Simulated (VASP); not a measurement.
Here is a VASP 6.6.1 calculation.

File INCAR:

```
PREC = Accurate
ENCUT = 550
EDIFF = 1E-6
ISMEAR = 0
SIGMA = 0.1
LREAL = False
LASPH = True
NELM = 100
ALGO = Normal
ISIF = 2
LWAVE = False
LCHARG = False
GGA = PE
NBANDS = 18
```

File KPOINTS:

```
regular mesh
0
Gamma
  12 12 12
```

POSCAR

```
Si2Mo
1.0
   -1.6000000000      1.6000000000      3.9305000000
    1.6000000000     -1.6000000000      3.9305000000
    1.6000000000      1.6000000000     -3.9305000000
Mo Si
1 2
Cartesian
    0.0000000000      0.0000000000      0.0000000000
    0.0000000000      0.0000000000      5.2432870000
    0.0000000000      0.0000000000      2.6177130000
```

Potentials or basis: VASP PAW PBE potentials, release 64 (Mo_sv_GW, Si_GW).

Launch:

```bash
$ cat potpaw_PBE.64/Mo_sv_GW/POTCAR potpaw_PBE.64/Si_GW/POTCAR > POTCAR
$ mpirun -np 1 vasp_std > vasp.out
```

(1) What does it give for the largest force?

(2) What does it give for the band gap on the k mesh?

## Answers

(1) 0.276 eV/Å.

(2) none (metal or under the smearing width).
